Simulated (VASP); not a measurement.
Cu:

```
CELL_PARAMETERS angstrom
-1.43419 1.43419 1.43419
1.43419 -1.43419 1.43419
1.43419 1.43419 -1.43419
ATOMIC_POSITIONS crystal
Cu 0.00000 0.00000 0.00000
```

This isn't the form of Cu at room conditions, which is fcc.

```yaml
Program: VASP 6.6.1
Task: relaxation of cell and atoms
Functional: r2SCAN
Potentials_or_basis: VASP PAW PBE potentials, release 64 (Cu)
Cutoff: 600 eV
k_mesh: 20 × 20 × 20
Occupations: gaussian, width 0.1 eV
Spin: no spin polarisation
```

At the start: pressure -3.5 GPa; volume 11.80 Å³/atom.

Q: Where does the relaxation end?

A: Over 4 steps the energy falls by 3.0 meV/atom and the volume is 11.53 Å³/atom (-2.3 %); space group Im-3m (No. 229, to 0.05 Å).

Step by step:
| step | energy change (eV) | largest force (eV/Å) | pressure (GPa) | volume (Å³) |
| --- | --- | --- | --- | --- |
| 1 | 0.0000 | 0.0000 | -3.53 | 11.80 |
| 2 | -0.0018 | 0.0000 | 2.35 | 11.36 |
| 3 | -0.0030 | 0.0000 | -0.08 | 11.53 |
| 4 | -0.0030 | 0.0000 | -0.01 | 11.53 |

Final structure:
```
CELL_PARAMETERS angstrom
-1.42297 1.42297 1.42297
1.42297 -1.42297 1.42297
1.42297 1.42297 -1.42297
ATOMIC_POSITIONS crystal
Cu 0.00000 0.00000 0.00000
```

Caveat: the PAW data sets were made with another functional, which shifts forces and pressure a little.
